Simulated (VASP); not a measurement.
# Be18H4C in VASP: notebook

The runs below take Be18H4C through single point, relaxation of the atoms, with PBEsol.

Program: VASP 6.6.1. These are calculated values, not measurements. Logs are shortened: lines on timing, memory, paths and dates and some standing lists are left out, and cuts for length are marked.

## Step 1: Starting point

The cell holds a slab with vacuum, 23 atoms: a = 4.580 Å, b = 6.870 Å, c = 16.588 Å, α = 90.00°, β = 90.00°, γ = 60.00°.

The cell was built by a generator and needn't be a form met in nature.

## Step 2: Single point, PBEsol

Contents of INCAR:

```
SYSTEM = Be18H4C
PREC = Accurate
ENCUT = 520
EDIFF = 1E-6
ISMEAR = -1
SIGMA = 0.15
LREAL = Auto
LASPH = .TRUE.
NELM = 100
ALGO = Fast
ISIF = 2
LWAVE = .FALSE.
LCHARG = .TRUE.
GGA = PS
LELF = .TRUE.
LVHAR = .TRUE.
NBANDS = 39
```

Contents of KPOINTS:

```
Automatic mesh
0
G
  5 4 1
  0 0 0
```

Contents of POSCAR:

```
Be18H4C
1.0
    4.5800000000      0.0000000000      0.0000000000
    3.4350000000      5.9495950000      0.0000000000
    0.0000000000      0.0000000000     16.5884300000
Be C H
18 1 4
Direct
    0.0000000000      0.0000000000      0.0602829804
    0.5000000000      0.0000000000      0.0602829804
    0.0000000420      0.3333332773      0.0602829804
    0.5000000420      0.3333332773      0.0602829804
   -0.0000000420      0.6666667227      0.0602829804
    0.4999999580      0.6666667227      0.0602829804
   -0.1670878365      0.2224679159      0.1703035188
    0.3328438278      0.2224591758      0.1703081606
   -0.1671338668      0.5558055632      0.1703436070
    0.3328492250      0.5558423725      0.1703528303
   -0.1671343049      0.8891566569      0.1703671173
    0.3328508950      0.8891627077      0.1703015897
    0.0000837444      0.0000411793      0.2803349684
    0.4998661793      0.0000660549      0.2803912727
   -0.0000276581      0.3332808368      0.2803892231
    0.5001752432      0.3332280601      0.2803266494
   -0.0000008419      0.6666855475      0.2805569303
    0.4999731785      0.6667257183      0.2803252628
    1.0172209664      0.6606026124      0.5102360501
    0.7715313258      0.6854743894      0.4907801401
    1.2183438499      0.4978638042      0.4878415860
    1.0524718130      0.7958911489      0.4855607191
    1.0263806464      0.6631800988      0.5763467670
```

Potentials or basis: VASP PAW PBE potentials, release 64 (Be, C, H).

Command:

```bash
$ cat potpaw_PBE.64/Be/POTCAR potpaw_PBE.64/C/POTCAR potpaw_PBE.64/H/POTCAR > POTCAR
$ mpirun -np 1 vasp_std > vasp.out
```

OUTCAR:

```text
SYSTEM = Be18H4C
   PREC = Accurate
   ENCUT = 520
   EDIFF = 1E-6
   ISMEAR = -1
   LREAL = Auto
   LASPH = .TRUE.
   NELM = 100
   ISIF = 2
   GGA = PS

 ion  position               nearest neighbor table
   1  0.000  0.000  0.060-  12 2.25   7 2.25  11 2.25   5 2.29   3 2.29   6 2.29   4 2.29   2 2.29
                             2 2.29
   2  0.500  0.000  0.060-  11 2.25  12 2.25   8 2.25   6 2.29   4 2.29   3 2.29   5 2.29   1 2.29
                             1 2.29
   3  0.000  0.333  0.060-   8 2.25   7 2.25   9 2.26   1 2.29   2 2.29   4 2.29   4 2.29   6 2.29
                             5 2.29
   4  0.500  0.333  0.060-   7 2.25   8 2.25  10 2.26   2 2.29   1 2.29   3 2.29   3 2.29   5 2.29
                             6 2.29
   5  1.000  0.667  0.060-  10 2.25   9 2.25  11 2.26   1 2.29   2 2.29   6 2.29   6 2.29   4 2.29
                             3 2.29
   6  0.500  0.667  0.060-   9 2.25  10 2.25  12 2.25   2 2.29   1 2.29   5 2.29   5 2.29   3 2.29
                             4 2.29
   7  0.833  0.222  0.170-  16 2.25   4 2.25   3 2.25  15 2.25   1 2.25  13 2.25   8 2.29  12 2.29
                             9 2.29  11 2.29  10 2.29   8 2.29
   8  0.333  0.222  0.170-   3 2.25  15 2.25  16 2.25   4 2.25   2 2.25  14 2.26   7 2.29  12 2.29
                            11 2.29   9 2.29   7 2.29  10 2.29
   9  0.833  0.556  0.170-  18 2.25   6 2.25   5 2.25  15 2.26   3 2.26  17 2.26   7 2.29  10 2.29
[... 4 lines left out ...]
                            12 2.29   7 2.29  12 2.29   9 2.29
  12  0.333  0.889  0.170-   1 2.25  13 2.25   2 2.25  18 2.25   6 2.25  14 2.25   8 2.29   7 2.29
                            10 2.29  11 2.29  11 2.29   9 2.29
  13  0.000  0.000  0.280-  12 2.25  11 2.25   7 2.25  14 2.29  15 2.29  16 2.29  18 2.29  17 2.29
                            14 2.29
  14  0.500  0.000  0.280-  11 2.25  12 2.25   8 2.26  13 2.29  15 2.29  16 2.29  18 2.29  17 2.29
                            13 2.29
  15  1.000  0.333  0.280-   8 2.25   7 2.25   9 2.26  13 2.29  16 2.29  14 2.29  18 2.29  17 2.29
                            16 2.29
  16  0.500  0.333  0.280-   7 2.25   8 2.25  10 2.25  15 2.29  13 2.29  14 2.29  18 2.29  15 2.29
                            17 2.29
  17  1.000  0.667  0.281-  10 2.25   9 2.26  11 2.26  18 2.29  18 2.29  13 2.29  14 2.29  15 2.29
                            16 2.29
  18  0.500  0.667  0.280-   9 2.25  10 2.25  12 2.25  13 2.29  14 2.29  17 2.29  17 2.29  15 2.29
                            16 2.29
  19  0.017  0.661  0.510-  23 1.10  21 1.10  20 1.10  22 1.10
  20  0.772  0.685  0.491-  19 1.10
  21  0.218  0.498  0.488-  19 1.10
  22  0.052  0.796  0.486-  19 1.10
  23  0.026  0.663  0.576-  19 1.10

  LATTYP: Found a simple monoclinic cell.
 ALAT       =     4.5800000000
 B/A-ratio  =     3.6219279476
 C/A-ratio  =     1.3228757576
 COS(beta)  =    -0.1889822219

  Lattice vectors:

 A1 = (   4.5800000000,   0.0000000000,   0.0000000000)
 A2 = (   0.0000000000,   0.0000000000, -16.5884300000)
 A3 = (  -1.1450000000,   5.9495950000,   0.0000000000)

Analysis of symmetry for initial positions (statically):
=====================================================================
 Subroutine PRICEL returns:
 Original cell was already a primitive cell.

 Routine SETGRP: Setting up the symmetry group for a
 simple monoclinic supercell.

 Subroutine GETGRP returns: Found  1 space group operations
 (whereof  1 operations were pure point group operations)
 out of a pool of  4 trial point group operations.

The static configuration has the point symmetry C_1 .

Analysis of symmetry for dynamics (positions and initial velocities):
=====================================================================
 Subroutine PRICEL returns:
 Original cell was already a primitive cell.

 Routine SETGRP: Setting up the symmetry group for a
 simple monoclinic supercell.

 Subroutine GETGRP returns: Found  1 space group operations
 (whereof  1 operations were pure point group operations)
 out of a pool of  4 trial point group operations.

The dynamic configuration has the point symmetry C_1 .

 Subroutine INISYM returns: Found  1 space group operations
 (whereof  1 operations are pure point group operations),
 and found     1 'primitive' translations

----------------------------------------------------------------------------------------

                                     Primitive cell

  volume of cell :     452.0205

[... 68 lines left out ...]

  Cartesian coordinates                     Fractional coordinates (reciprocal lattice)
     0.043668122 -0.025211800  0.000000000     0.200000000 -0.000000000  0.000000000
     0.000000000  0.042019667  0.000000000     0.000000000  0.250000000  0.000000000
     0.000000000  0.000000000  0.060282980     0.000000000  0.000000000  1.000000000

  Length of vectors
     0.050423603  0.042019667  0.060282980

  Shift w.r.t. Gamma in fractional coordinates (k-lattice)
     0.000000000  0.000000000  0.000000000

 Subroutine IBZKPT returns following result:
 ===========================================

 Found     11 irreducible k-points:

 Following reciprocal coordinates:
            Coordinates               Weight
  0.000000  0.000000  0.000000      1.000000
  0.200000  0.000000  0.000000      2.000000
  0.400000 -0.000000  0.000000      2.000000
  0.000000  0.250000  0.000000      2.000000
  0.200000  0.250000  0.000000      2.000000
  0.400000  0.250000  0.000000      2.000000
 -0.400000  0.250000  0.000000      2.000000
 -0.200000  0.250000  0.000000      2.000000
  0.000000  0.500000  0.000000      1.000000
  0.200000  0.500000  0.000000      2.000000
  0.400000  0.500000  0.000000      2.000000
   k-points           NKPTS =     11   k-points in BZ     NKDIM =     11   number of bands    NBANDS=     39
   number of dos      NEDOS =    301   number of ions     NIONS =     23
   total plane-waves  NPLWV = 244944
   dimension x,y,z NGX =    36 NGY =   54 NGZ =  126
   dimension x,y,z NGXF=    72 NGYF=  108 NGZF=  252
   ions per type =              18   1   4
   NGX,Y,Z   is equivalent  to a cutoff of  13.07, 13.07, 12.63 a.u.
   NGXF,Y,Z  is equivalent  to a cutoff of  26.13, 26.13, 25.25 a.u.
 SYSTEM =  Be18H4C
   PREC   = accura    normal or accurate (medium, high low for compatibility)
   ISTART =      0    job   : 0-new  1-cont  2-samecut
   ICHARG =      2    charge: 1-file 2-atom 10-const
   ISPIN  =      1    spin polarized calculation?
   LNONCOLLINEAR =      F non collinear calculations
   LSORBIT =      F    spin-orbit coupling
   LASPH  =      T    aspherical Exc in radial PAW
   ENCUT  =  520.0 eV  38.22 Ry    6.18 a.u.   8.52 12.77 30.84*2*pi/ulx,y,z
   NELM   =    100;   NELMIN=  2; NELMDL= -5     # of ELM steps
   EDIFF  = 0.1E-05   stopping-criterion for ELM
   LREAL  =      T    real-space projection
   EDIFFG = 0.1E-04   stopping-criterion for IOM
   NSW    =      0    number of steps for IOM
   IBRION =     -1    ionic relax: 0-MD 1-quasi-New 2-CG
   NFREE  =      0    steps in history (QN), initial steepest desc. (CG)
   ISIF   =      2    stress and relaxation
   ISYM   =      2    0-nonsym 1-usesym 2-fastsym
   POTIM  = 0.5000    time-step for ionic-motion
   TEBEG  =    0.0;   TEEND  =   0.0 temperature during run
   PSTRESS=    0.0 pullay stress
   NELECT =      44.0000    total number of electrons
   NUPDOWN=      -1.0000    fix difference up-down
   EMIN   =  10.00;   EMAX   =-10.00  energy-range for DOS
   EFERMI =   0.00;   METHOD = LEGACY
   ISMEAR =    -1;   SIGMA  =   0.15  broadening in eV -4-tet -1-fermi 0-gaus
   EFERMI_NEDOS =   21; number of points for ismear=-14 and -15
   IALGO  =     68    algorithm
   IMIX   =      4    mixing-type and parameters
     AMIX     =   0.40;   BMIX     =  1.00
     AMIX_MAG =   1.60;   BMIX_MAG =  1.00
  volume/ion in A,a.u.               =      19.65       132.63
  Fermi-wavevector in a.u.,A,eV,Ry     =   0.753077  1.423110  7.716214  0.567126
  Thomas-Fermi vector in A             =   1.850435
   LORBIT       =      0    0 simple, 1 ext, 2 COOP (PROOUT), +10 PAW based schemes
   GGA     = PS    functional components
   LHFCALC =     F    Hartree Fock is set to
   AEXX    =    0.0000 exact exchange contribution
   IVDW    =     0    specifies the selected vdW correction
   LEPSILON=     F    determine dielectric tensor
   LRPA    =     F    only Hartree local field effects (RPA)
 non-spin polarized calculation
 RMM-DIIS sequential band-by-band and
  energy-cutoff  :      520.00
  volume of cell :      452.02
 maximum number of plane-waves:     12198
 NGX is ok and might be reduce to    36
   NGX = 17   NGY = 25   NGZ = 61

 number of electron      44.0000000 magnetization

 Free energy of the ion-electron system (eV)
  ---------------------------------------------------
  ext. energy  EPLUGINS =         0.00000000
  ---------------------------------------------------
  free energy    TOTEN  =       -89.43998147 eV

  energy without entropy =      -89.06289062  energy(sigma->0) =      -89.25143604

 E-fermi :  -1.1964     XC(G=0):  -5.4047

 val. band max:       -1.2343612932   @ k =   0.0000   0.0000   0.0000
 cond. band min:      -1.1769423483   @ k =   0.4000  -0.0000   0.0000
 fundamental gap:      0.0574189449
 Fermi energy:        -1.1964297094

 k-point     1 :       0.0000    0.0000    0.0000
  band No.  band energies     occupation
      1     -12.9238      2.00000
      2     -10.7460      2.00000
      3      -8.5391      2.00000
      4      -7.5989      2.00000
      5      -7.5985      2.00000
      6      -5.4564      2.00000
[... 396 lines left out ...]
     33       4.1539      0.00000
     34       4.1613      0.00000
 [bands above 34 left out]

------------------------ aborting loop because EDIFF is reached ----------------------------------------

  FORCE on cell =-STRESS in cart. coord.  units (eV):
  Direction    XX          YY          ZZ          XY          YZ          ZX
  --------------------------------------------------------------------------------------
  -------------------------------------------------------------------------------------
  Total      -13.7629937    -13.2585292      0.2538298     -0.1469781      0.0036310     -0.0002132
  in kB      -48.7826431    -46.9945794      0.8996945     -0.5209608      0.0128702     -0.0007558
  external PRESSURE =     -31.6258427 kB  Pullay stress =       0.0000000 kB

 VOLUME and BASIS-vectors are now :
 -----------------------------------------------------------------------------
  energy-cutoff  :      520.00
  volume of cell :      452.02
      direct lattice vectors                 reciprocal lattice vectors
     4.580000000  0.000000000  0.000000000     0.218340611 -0.126059001  0.000000000
     3.435000000  5.949595000  0.000000000     0.000000000  0.168078668  0.000000000
     0.000000000  0.000000000 16.588430000     0.000000000  0.000000000  0.060282980

 POSITION                                       TOTAL-FORCE (eV/Angst)
 -----------------------------------------------------------------------------------
      0.00000      0.00000      1.00000         0.000001      0.000653     -0.013255
      2.29000      0.00000      1.00000        -0.000178      0.000500     -0.012200
      1.14500      1.98320      1.00000        -0.001135     -0.000971     -0.012272
      3.43500      1.98320      1.00000         0.000922     -0.000387     -0.013367
      6.87000      3.96640      1.00000         0.000250      0.000578     -0.007878
      4.58000      3.96640      1.00000        -0.000509     -0.000463     -0.013646
[... 15 lines left out ...]
      2.97421      4.73523      8.05469         0.009938      0.014026     -0.006347
      2.39885      3.94565      9.56069         0.001427      0.003020      0.031221
 -----------------------------------------------------------------------------------
    total drift:                                0.005017      0.001103     -0.006764

  FREE ENERGIE OF THE ION-ELECTRON SYSTEM (eV)
  ---------------------------------------------------
  free  energy   TOTEN  =       -89.4399814655 eV

  energy  without entropy=      -89.0628906174  energy(sigma->0) =      -89.25143604
```

It took 4.6 min on 1 thread of Intel Xeon Platinum 8488C (Sapphire Rapids), shared host; peak memory 0.57 GiB.

Results:

| Item | Value |
| --- | --- |
| Free energy | -89.4400 eV |
| Largest force | 0.031 eV/Å |
| Band gap on the k mesh | none (metal or under the smearing width) |

Forces on the atoms (eV/Å):
```
Be   0.000  0.001 -0.013
Be   0.000  0.001 -0.012
Be  -0.001 -0.001 -0.012
Be   0.001  0.000 -0.013
Be   0.000  0.001 -0.008
Be  -0.001  0.000 -0.014
Be  -0.001  0.000  0.001
Be   0.000  0.000  0.001
Be   0.000  0.000  0.001
Be  -0.001 -0.001  0.001
Be  -0.001  0.001  0.000
Be   0.000  0.001 -0.001
Be  -0.001  0.002  0.013
Be   0.001  0.000  0.013
Be   0.001  0.000  0.012
Be  -0.001  0.000  0.012
Be  -0.001 -0.001  0.012
Be   0.000 -0.001  0.013
C    0.002  0.005 -0.015
H   -0.018  0.000 -0.004
H    0.009 -0.022 -0.011
H    0.010  0.014 -0.006
H    0.001  0.003  0.031
```

Levels at points of the mesh, in eV from the Fermi level:
| k point | band 20 | band 21 | band 22 | band 23 | band 24 | band 25 |
| --- | --- | --- | --- | --- | --- | --- |
| (0.00, 0.00, 0.00) | -0.87 | -0.87 | -0.04 | -0.04 | 2.10 | 2.10 |
| (0.00, 0.50, 0.00) | -1.74 | -0.82 | -0.80 | -0.04 | -0.04 | 2.86 |

Caveat: the PAW data sets were made with another functional, which shifts forces and pressure a little.

(Continued in part 2 of 4.)
